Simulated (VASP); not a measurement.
# ZnS (P6_3mc) in VASP: further runs

ZnS is run at these levels: r2SCAN; tasks: single point.

Program: VASP 6.6.1. These are calculated values, not measurements. Logs are shortened: lines on timing, memory, paths and dates and some standing lists are left out, and cuts for length are marked.

**The experiment to reproduce.**

From a printed reference work, monograph, for a bulk crystal of ZnS at 4 K: band gap 3.911 eV (direct).

The runs below are set against these values where they give the same quantity.

**1. The cell of the first run**

Symmetry: P6_3mc, No. 186, hexagonal system. Conventional cell: a = 3.807 Å, b = 3.807 Å, c = 6.246 Å, α = 90.00°, β = 90.00°, γ = 120.00°. Within 3.1 Å of Zn (site symmetry 3m) lie 4 S at 2.33 to 2.34 Å. S (site symmetry 3m) has 4 Zn at 2.33 to 2.34 Å within 3.1 Å.

**2. Single point, r2SCAN**

Contents of POSCAR:

```
ZnS
1.0
    3.8067217575      0.0000000000      0.0000000000
   -1.9033608787      3.2967177471      0.0000000000
    0.0000000000      0.0000000000      6.2457352643
Zn S
2 2
Direct
    0.3333333333      0.6666666667      0.0053880705
    0.6666666667      0.3333333333      0.5053880705
    0.3333333333      0.6666666667      0.3796119295
    0.6666666667      0.3333333333      0.8796119295
```

Contents of INCAR.step1:

```
SYSTEM = ZnS
PREC = Accurate
ENCUT = 520
ISMEAR = 0
SIGMA = 0.02
LREAL = .FALSE.
LASPH = .TRUE.
NELM = 60
NBANDS = 26
GGA = PE
ALGO = Normal
EDIFF = 1E-4
LWAVE = .TRUE.
LCHARG = .FALSE.
```

Contents of INCAR.step2:

```
SYSTEM = ZnS
PREC = Accurate
ENCUT = 520
EDIFF = 1E-7
ISMEAR = 0
SIGMA = 0.02
LREAL = .FALSE.
LASPH = .TRUE.
NELM = 60
ALGO = Normal
ISIF = 2
LWAVE = .FALSE.
LCHARG = .FALSE.
METAGGA = R2SCAN
LMIXTAU = .TRUE.
NBANDS = 26
ISTART = 1
```

Contents of KPOINTS:

```
Automatic mesh
0
G
  6 6 4
  0 0 0
```

Potentials or basis: VASP PAW PBE potentials, release 64 (Zn, S).

On the command line:

```sh
> cat potpaw_PBE.64/Zn/POTCAR potpaw_PBE.64/S/POTCAR > POTCAR
> cp INCAR.step1 INCAR
> mpirun -np 1 vasp_std > vasp.out
> cp INCAR.step2 INCAR
> mpirun -np 1 vasp_std > vasp.out
```

OUTCAR:

```text
SYSTEM = ZnS
   PREC = Accurate
   ENCUT = 520
   EDIFF = 1E-7
   ISMEAR = 0
   LREAL = .FALSE.
   LASPH = .TRUE.
   NELM = 60
   ISIF = 2
   METAGGA = R2SCAN
   ISTART = 1

 ion  position               nearest neighbor table
   1  0.333  0.667  0.005-   4 2.33   4 2.33   4 2.33   3 2.34
   2  0.667  0.333  0.505-   3 2.33   3 2.33   3 2.33   4 2.34
   3  0.333  0.667  0.380-   2 2.33   2 2.33   2 2.33   1 2.34
   4  0.667  0.333  0.880-   1 2.33   1 2.33   1 2.33   2 2.34

  LATTYP: Found a hexagonal cell.
 ALAT       =     3.8067217575
 C/A-ratio  =     1.6407123142

  Lattice vectors:

 A1 = (   3.8067217575,   0.0000000000,   0.0000000000)
 A2 = (  -1.9033608787,   3.2967177471,   0.0000000000)
 A3 = (   0.0000000000,   0.0000000000,   6.2457352643)

Analysis of symmetry for initial positions (statically):
=====================================================================
 Subroutine PRICEL returns:
 Original cell was already a primitive cell.

 Routine SETGRP: Setting up the symmetry group for a
 hexagonal supercell.

 Subroutine GETGRP returns: Found 12 space group operations
 (whereof  6 operations were pure point group operations)
 out of a pool of 24 trial point group operations.

The static configuration has the point symmetry C_3v.
 The point group associated with its full space group is C_6v.

Analysis of symmetry for dynamics (positions and initial velocities):
=====================================================================
 Subroutine PRICEL returns:
 Original cell was already a primitive cell.

 Routine SETGRP: Setting up the symmetry group for a
 hexagonal supercell.

 Subroutine GETGRP returns: Found 12 space group operations
 (whereof  6 operations were pure point group operations)
 out of a pool of 24 trial point group operations.

The dynamic configuration has the point symmetry C_3v.
 The point group associated with its full space group is C_6v.

 Subroutine INISYM returns: Found 12 space group operations
 (whereof  6 operations are pure point group operations),
 and found     1 'primitive' translations

----------------------------------------------------------------------------------------

                                     Primitive cell

  volume of cell :      78.3820

  direct lattice vectors                    reciprocal lattice vectors
     3.806721758  0.000000000  0.000000000     0.262693221  0.151666002  0.000000000
    -1.903360879  3.296717747  0.000000000     0.000000000  0.303332004  0.000000000
     0.000000000  0.000000000  6.245735264     0.000000000  0.000000000  0.160109252

  length of vectors
     3.806721758  3.806721757  6.245735264     0.303332004  0.303332004  0.160109252

  position of ions in fractional coordinates (direct lattice)
     0.333333333  0.666666667  0.005388070
     0.666666667  0.333333333  0.505388070
     0.333333333  0.666666667  0.379611930
     0.666666667  0.333333333  0.879611930

  ion indices of the primitive-cell ions
   primitive index   ion index
                 1           1
                 2           2
                 3           3
                 4           4

----------------------------------------------------------------------------------------

 KPOINTS: Automatic mesh

Automatic generation of k-mesh.
 Grid dimensions read from file:
 generate k-points for:    6    6    4

 Generating k-lattice:

  Cartesian coordinates                     Fractional coordinates (reciprocal lattice)
     0.043782204  0.025277667  0.000000000     0.166666667  0.000000000  0.000000000
     0.000000000  0.050555334  0.000000000     0.000000000  0.166666667  0.000000000
     0.000000000  0.000000000  0.040027313     0.000000000  0.000000000  0.250000000

  Length of vectors
     0.050555334  0.050555334  0.040027313

  Shift w.r.t. Gamma in fractional coordinates (k-lattice)
     0.000000000  0.000000000  0.000000000

 Subroutine IBZKPT returns following result:
 ===========================================

 Found     21 irreducible k-points:

 Following reciprocal coordinates:
            Coordinates               Weight
  0.000000  0.000000  0.000000      1.000000
  0.166667  0.000000  0.000000      6.000000
  0.333333  0.000000  0.000000      6.000000
  0.500000 -0.000000  0.000000      3.000000
  0.166667  0.166667  0.000000      6.000000
  0.333333  0.166667  0.000000     12.000000
[... 13 lines left out ...]
  0.333333  0.166667  0.500000     12.000000
  0.333333  0.333333  0.500000      2.000000
   k-points           NKPTS =     21   k-points in BZ     NKDIM =     21   number of bands    NBANDS=     26
   number of dos      NEDOS =    301   number of ions     NIONS =      4
   total plane-waves  NPLWV =  37632
   dimension x,y,z NGX =    28 NGY =   28 NGZ =   48
   dimension x,y,z NGXF=    56 NGYF=   56 NGZF=   96
   ions per type =               2   2
   NGX,Y,Z   is equivalent  to a cutoff of  12.23, 12.23, 12.78 a.u.
[... 63 lines left out ...]
 fundamental gap:      2.7852798988
 Fermi energy:         2.0274429752

 k-point     1 :       0.0000    0.0000    0.0000
  band No.  band energies     occupation
      1     -11.8348      2.00000
      2     -10.8746      2.00000
      3      -4.6191      2.00000
      4      -4.6041      2.00000
      5      -4.6040      2.00000
      6      -4.5128      2.00000
[... 18 lines left out ...]
     25      10.1533      0.00000
     26      11.7778      0.00000

 k-point     2 :       0.1667    0.0000    0.0000
  band No.  band energies     occupation
      1     -11.6467      2.00000
      2     -10.7727      2.00000
      3      -4.6149      2.00000
      4      -4.5795      2.00000
      5      -4.5677      2.00000
      6      -4.4863      2.00000
[... 18 lines left out ...]
     25      10.6615      0.00000
     26      11.0008      0.00000

 k-point     3 :       0.3333    0.0000    0.0000
  band No.  band energies     occupation
      1     -11.1959      2.00000
      2     -10.5906      2.00000
      3      -4.5979      2.00000
      4      -4.5101      2.00000
      5      -4.5095      2.00000
      6      -4.3543      2.00000
[... 18 lines left out ...]
     25      11.1269      0.00000
     26      12.3312      0.00000

 k-point     4 :       0.5000   -0.0000    0.0000
  band No.  band energies     occupation
      1     -10.8852      2.00000
      2     -10.5530      2.00000
      3      -4.5825      2.00000
      4      -4.4898      2.00000
      5      -4.3480      2.00000
      6      -4.3291      2.00000
[... 18 lines left out ...]
     25      11.5317      0.00000
     26      14.1508      0.00000

 k-point     5 :       0.1667    0.1667    0.0000
  band No.  band energies     occupation
      1     -11.3234      2.00000
      2     -10.6301      2.00000
      3      -4.5666      2.00000
      4      -4.5513      2.00000
      5      -4.5198      2.00000
      6      -4.4302      2.00000
[... 18 lines left out ...]
     25      10.9882      0.00000
     26      11.4326      0.00000

 k-point     6 :       0.3333    0.1667    0.0000
  band No.  band energies     occupation
      1     -10.8994      2.00000
      2     -10.5457      2.00000
      3      -4.5652      2.00000
      4      -4.4760      2.00000
      5      -4.3654      2.00000
      6      -4.3088      2.00000
[... 340 lines left out ...]
 k-point    18 :       0.5000   -0.0000    0.5000
  band No.  band energies     occupation
      1     -10.7103      2.00000
      2     -10.7103      2.00000
      3      -4.5848      2.00000
      4      -4.5848      2.00000
      5      -4.3896      2.00000
      6      -4.3896      2.00000
[... 18 lines left out ...]
     25      11.7564      0.00000
     26      11.7564      0.00000

 k-point    19 :       0.1667    0.1667    0.5000
  band No.  band energies     occupation
      1     -10.9909      2.00000
      2     -10.9909      2.00000
      3      -4.5779      2.00000
      4      -4.5779      2.00000
      5      -4.4701      2.00000
      6      -4.4701      2.00000
[... 18 lines left out ...]
     25      10.8550      0.00000
     26      10.8550      0.00000

 k-point    20 :       0.3333    0.1667    0.5000
  band No.  band energies     occupation
      1     -10.7148      2.00000
      2     -10.7148      2.00000
      3      -4.5343      2.00000
      4      -4.5343      2.00000
      5      -4.4002      2.00000
      6      -4.4002      2.00000
[... 18 lines left out ...]
     25      11.6279      0.00000
     26      11.6279      0.00000

 k-point    21 :       0.3333    0.3333    0.5000
  band No.  band energies     occupation
      1     -10.6201      2.00000
      2     -10.6201      2.00000
      3      -4.4602      2.00000
      4      -4.4602      2.00000
      5      -4.4278      2.00000
      6      -4.4278      2.00000
[... 18 lines left out ...]
     25      12.1590      0.00000
     26      12.1590      0.00000

------------------------ aborting loop because EDIFF is reached ----------------------------------------

  FORCE on cell =-STRESS in cart. coord.  units (eV):
  Direction    XX          YY          ZZ          XY          YZ          ZX
  --------------------------------------------------------------------------------------
  -------------------------------------------------------------------------------------
  Total        0.0159545      0.0159545     -0.0026294      0.0000000      0.0000000      0.0000000
  in kB        0.3261203      0.3261203     -0.0537456      0.0000000      0.0000000      0.0000000
  external PRESSURE =       0.1994983 kB  Pullay stress =       0.0000000 kB

 VOLUME and BASIS-vectors are now :
 -----------------------------------------------------------------------------
  energy-cutoff  :      520.00
  volume of cell :       78.38
      direct lattice vectors                 reciprocal lattice vectors
     3.806721758  0.000000000  0.000000000     0.262693221  0.151666002  0.000000000
    -1.903360879  3.296717747  0.000000000     0.000000000  0.303332004  0.000000000
     0.000000000  0.000000000  6.245735264     0.000000000  0.000000000  0.160109252

 POSITION                                       TOTAL-FORCE (eV/Angst)
 -----------------------------------------------------------------------------------
     -0.00000      2.19781      0.03365         0.000000     -0.000000      0.002742
      1.90336      1.09891      3.15652        -0.000000      0.000000      0.002742
     -0.00000      2.19781      2.37096         0.000000     -0.000000     -0.002742
      1.90336      1.09891      5.49382         0.000000     -0.000000     -0.002742
 -----------------------------------------------------------------------------------
    total drift:                               -0.000000      0.000000      0.013415

  FREE ENERGIE OF THE ION-ELECTRON SYSTEM (eV)
  ---------------------------------------------------
  free  energy   TOTEN  =       -37.7212095862 eV

  energy  without entropy=      -37.7212095862  energy(sigma->0) =      -37.72120959
```

It took 2.5 min on 1 thread of AMD EPYC 7R13 (Zen 3), shared host; peak memory 0.18 GiB.

Results:

```yaml
Free_energy: -37.7212 eV
Pressure: 0.0 GPa
Band_gap_on_the_k_mesh: 2.79 eV
```

Forces in eV/Å, atoms in the order of the input:
```
Zn   0.000  0.000  0.003
Zn   0.000  0.000  0.003
S    0.000  0.000 -0.003
S    0.000  0.000 -0.003
```

Caveat: the PAW data sets were made with another functional, which shifts forces and pressure a little.

**3. Single point, r2SCAN**

POSCAR is that of step 2.

Contents of INCAR.step1:

```
PREC = Accurate
ENCUT = 520
ISMEAR = 0
SIGMA = 0.02
LREAL = F
LASPH = T
NELM = 100
NBANDS = 26
GGA = PE
ALGO = Normal
EDIFF = 1E-4
LWAVE = T
LCHARG = F
```

Contents of INCAR.step2:

```
PREC = Accurate
ENCUT = 520
EDIFF = 1E-7
ISMEAR = 0
SIGMA = 0.02
LREAL = F
LASPH = T
NELM = 100
ALGO = Normal
ISIF = 2
LWAVE = F
LCHARG = F
METAGGA = R2SCAN
LMIXTAU = T
NBANDS = 26
ISTART = 1
```

Contents of KPOINTS:

```
Automatic mesh
0
Gamma
  6 6 4
```

Potentials or basis: VASP PAW PBE potentials, release 64 (Zn, S).

On the command line:

```sh
> cat potpaw_PBE.64/Zn/POTCAR potpaw_PBE.64/S/POTCAR > POTCAR
> cp INCAR.step1 INCAR
> mpirun -np 1 vasp_std > vasp.out
> cp INCAR.step2 INCAR
> mpirun -np 1 vasp_std > vasp.out
```

Wall time 2.6 min (1 thread of AMD EPYC 7R13 (Zen 3), shared host); peak memory 0.18 GiB.

Results (log left out):

```yaml
Free_energy: -37.7212 eV
Pressure: 0.0 GPa
Band_gap_on_the_k_mesh: 2.79 eV
```

Forces in eV/Å, atoms in the order of the input:
```
Zn   0.000  0.000  0.003
Zn   0.000  0.000  0.003
S    0.000  0.000 -0.003
S    0.000  0.000 -0.003
```

Levels at points of the mesh, in eV from the valence-band top:
| k point | band 15 | band 16 | band 17 | band 18 | band 19 | band 20 | band 21 | band 22 |
| --- | --- | --- | --- | --- | --- | --- | --- | --- |
| (0.00, 0.00, 0.00) | -0.92 | -0.09 | 0.00 | 0.00 | 2.79 | 3.62 | 6.80 | 6.80 |
| (0.50, 0.00, 0.00) | -3.35 | -2.31 | -1.73 | -0.91 | 4.04 | 4.78 | 5.45 | 7.37 |
| (0.00, 0.00, 0.50) | -0.48 | -0.48 | -0.48 | -0.48 | 4.11 | 4.11 | 7.26 | 7.26 |
| (0.50, 0.00, 0.50) | -1.68 | -1.68 | -1.66 | -1.66 | 3.96 | 3.96 | 5.66 | 5.66 |

Caveat: the PAW data sets were made with another functional, which shifts forces and pressure a little.

**4. Single point, r2SCAN (20.18 Å³/atom)**

This run uses another cell than the first one, of 20.18 Å³/atom.

Contents of POSCAR:

```
ZnS
1.0
    3.8444145232      0.0000000000      0.0000000000
   -1.9222072616      3.3293606398      0.0000000000
    0.0000000000      0.0000000000      6.3075782493
Zn S
2 2
Direct
    0.3333333333      0.6666666667      0.0053880705
    0.6666666667      0.3333333333      0.5053880705
    0.3333333333      0.6666666667      0.3796119295
    0.6666666667      0.3333333333      0.8796119295
```

Contents of INCAR.step1:

```
  PREC = Accurate
  ENCUT = 520
  ISMEAR = 0
  SIGMA = 0.02
  LREAL = False
  LASPH = True
  NELM = 80
  NBANDS = 26
  GGA = PE
  ALGO = Normal
  EDIFF = 1E-4
  LWAVE = True
  LCHARG = False
```

Contents of INCAR.step2:

```
  PREC = Accurate
  ENCUT = 520
  EDIFF = 1E-7
  ISMEAR = 0
  SIGMA = 0.02
  LREAL = False
  LASPH = True
  NELM = 80
  ALGO = Normal
  ISIF = 2
  LWAVE = False
  LCHARG = False
  METAGGA = R2SCAN
  LMIXTAU = True
  NBANDS = 26
  ISTART = 1
```

KPOINTS is that of step 3.

On the command line:

```sh
> cat potpaw_PBE.64/Zn/POTCAR potpaw_PBE.64/S/POTCAR > POTCAR
> cp INCAR.step1 INCAR
> mpirun -np 1 vasp_std > vasp.out
> cp INCAR.step2 INCAR
> mpirun -np 1 vasp_std > vasp.out
```

Run time: 3.2 min. Hardware: 1 thread of AMD EPYC 7R13 (Zen 3), shared host; peak memory 0.19 GiB.

Results (log left out):

```yaml
Free_energy: -37.7044 eV
Pressure: -2.2 GPa
Largest_force: 0.008 eV/Å
Band_gap_on_the_k_mesh: 2.64 eV
```

Forces on the atoms (eV/Å):
```
Zn   0.000  0.000  0.008
Zn   0.000  0.000  0.008
S    0.000  0.000 -0.008
S    0.000  0.000 -0.008
```

Levels at points of the mesh, in eV from the valence-band top:
```csv
k point,band 14,band 15,band 16,band 17,band 18,band 19,band 20,band 21,band 22,band 23
"(0.00, 0.00, 0.00)",-0.88,-0.88,-0.08,0.00,0.00,2.64,3.56,6.82,6.82,7.09
"(0.50, 0.00, 0.00)",-4.06,-3.21,-2.20,-1.64,-0.87,4.07,4.69,5.47,7.39,7.86
"(0.00, 0.00, 0.50)",-2.83,-0.46,-0.46,-0.46,-0.46,4.02,4.02,7.27,7.27,7.27
"(0.50, 0.00, 0.50)",-4.81,-1.61,-1.61,-1.58,-1.58,3.95,3.95,5.67,5.67,9.33
```

Caveat: the PAW data sets were made with another functional, which shifts forces and pressure a little.

**5. Single point, r2SCAN (20.77 Å³/atom)**

This run uses another cell than the first one, of 20.77 Å³/atom.

Contents of POSCAR:

```
ZnS
1.0
    3.8836644292      0.0000000000      0.0000000000
   -1.9418322146      3.3633520555      0.0000000000
    0.0000000000      0.0000000000      6.3607497755
Zn S
2 2
Direct
    0.3333333333      0.6666666667      0.0051602432
    0.6666666667      0.3333333333      0.5051602432
    0.3333333333      0.6666666667      0.3798397568
    0.6666666667      0.3333333333      0.8798397568
```

Contents of INCAR.step1:

```
SYSTEM = ZnS
ALGO = Normal
EDIFF = 1E-4
ENCUT = 520
GGA = PE
ISMEAR = 0
LASPH = .True.
LCHARG = .False.
LREAL = .False.
LWAVE = .True.
NBANDS = 26
NELM = 80
PREC = Accurate
SIGMA = 0.02
```

Contents of INCAR.step2:

```
SYSTEM = ZnS
ALGO = Normal
EDIFF = 1E-6
ENCUT = 520
ISIF = 2
ISMEAR = 0
ISTART = 1
LASPH = .True.
LCHARG = .True.
LELF = .True.
LMIXTAU = .True.
LREAL = .False.
LVHAR = .True.
LWAVE = .False.
METAGGA = R2SCAN
NBANDS = 26
NELM = 80
PREC = Accurate
SIGMA = 0.02
```

Contents of KPOINTS:

```
k-points
0
Gamma
  6 6 4
  0 0 0
```

On the command line:

```sh
> cat potpaw_PBE.64/Zn/POTCAR potpaw_PBE.64/S/POTCAR > POTCAR
> cp INCAR.step1 INCAR
> mpirun -np 1 vasp_std > vasp.out
> cp INCAR.step2 INCAR
> mpirun -np 1 vasp_std > vasp.out
```

It took 2.8 min on 1 thread of AMD EPYC 7R13 (Zen 3), shared host; peak memory 0.19 GiB.

Results (log left out):

```yaml
Free_energy: -37.6581 eV
Pressure: -4.0 GPa
Largest_force: 0.005 eV/Å
Band_gap_on_the_k_mesh: 2.51 eV
```

Forces on the atoms (eV/Å):
```
Zn   0.000  0.000  0.005
Zn   0.000  0.000  0.005
S    0.000  0.000 -0.005
S    0.000  0.000 -0.005
```

Levels at points of the mesh, in eV from the valence-band top:
```
           k point  band 16  band 17  band 18  band 19  band 20  band 21
(0.00, 0.00, 0.00)    -0.07     0.00     0.00     2.51     3.49     6.83
(0.50, 0.00, 0.00)    -2.10    -1.56    -0.83     4.08     4.62     5.50
(0.00, 0.00, 0.50)    -0.44    -0.44    -0.44     3.92     3.92     7.21
(0.50, 0.00, 0.50)    -1.53    -1.51    -1.51     3.94     3.94     5.69
```

Caveat: the cell stands under tension; the PAW data sets were made with another functional, which shifts forces and pressure a little.

**6. Overview**

```tsv
cell	gap on the mesh (eV)	pressure (GPa)
a = 3.807, b = 3.807, c = 6.246 Å, angles 90.0, 90.0, 120.0°, 4 atoms, atomic positions A	2.79	0.0
a = 3.844, b = 3.844, c = 6.308 Å, angles 90.0, 90.0, 120.0°, 4 atoms, atomic positions A	2.64	-2.2
a = 3.884, b = 3.884, c = 6.361 Å, angles 90.0, 90.0, 120.0°, 4 atoms, atomic positions B	2.51	-4.0
```

Alike in all rows: task single point; level r2SCAN; potentials or basis VASP PAW PBE potentials, release 64 (Zn, S); no spin polarisation; k mesh 6 × 6 × 4; cutoff (eV) 520; smearing gaussian 0.02 eV.

Caveats: the PAW data sets were made with another functional, which shifts forces and pressure a little; the cell stands under tension (at least some runs).

Total energies depend on the potentials used, so only differences within one code and one set of settings carry meaning.

**7. Against experiment**

Step 2. Against the measured gap of ZnS, 3.911 eV (direct; 4 K; a printed reference work, monograph), the calculated 2.79 eV is off by -1.13 eV. The value is that of r2SCAN, without temperature or zero-point motion.

Step 3. Against the measured gap of ZnS, 3.911 eV (direct; 4 K; a printed reference work, monograph), the calculated 2.79 eV is off by -1.13 eV. The value is that of r2SCAN, without temperature or zero-point motion.
